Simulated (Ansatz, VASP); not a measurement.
# Ti: VASP beside Ansatz

Contents of INCAR:

```
SYSTEM = Ti
PREC = Accurate
ENCUT = 520
EDIFF = 1E-7
ISMEAR = -1
SIGMA = 0.08
LREAL = .FALSE.
LASPH = .TRUE.
NELM = 80
ALGO = Normal
ISIF = 2
LWAVE = .FALSE.
LCHARG = .TRUE.
GGA = CA
LELF = .TRUE.
LVHAR = .TRUE.
NBANDS = 12
```

File KPOINTS:

```
Automatic mesh
0
G
  19 19 19
  0 0 0
```

The input POSCAR:

```
Ti
1.0
   -1.2734738800      1.2734738800      1.2734738800
    1.2734738800     -1.2734738800      1.2734738800
    1.2734738800      1.2734738800     -1.2734738800
Ti
1
Direct
    0.0000000000      0.0000000000      0.0000000000
```

Input for Ansatz:

```yaml
crystal:
  lattice:
    - [-1.27347388, 1.27347388, 1.27347388]
    - [1.27347388, -1.27347388, 1.27347388]
    - [1.27347388, 1.27347388, -1.27347388]
  atoms:
    - { symbol: Ti, position: [0.0, 0.0, 0.0] }
kpoints:
  mp_grid: { grid: [19, 19, 19] }
scf:
  occupations: { method: fermi_dirac, width: 0.08 }
hamiltonian:
  xc: lda
  pseudopotentials: { kind: paw }
output:
  forces: true
  stress: true
  eigenvalues: true
  populations: true
```

Change from the starting cell: volume scaled by 0.52, PAW files.

Alike in both runs: task single point; functional LDA; k mesh 19 × 19 × 19; occupations fermi-dirac, width 0.08 eV; no spin polarisation.

|  | VASP | Ansatz |
| --- | --- | --- |
| version | VASP 6.6.1 | Ansatz 0.2.0 |
| potentials or method | VASP PAW LDA potentials, release 64 (Ti_sv) | PAW with Ansatz's default frozen-core files, scalar-relativistic |
| plane-wave cutoff (eV) | 520 | 420 |
| valence electrons in the cell | 12 | 12 |

```tsv
	VASP	Ansatz	Ansatz less VASP
pressure (GPa)	207.2	202.0	-5.19
```

Caveats: the cell as given lies far from equilibrium; so large a pressure means that the cell lies far from this level's equilibrium, or that cutoff or potentials fall short (VASP).
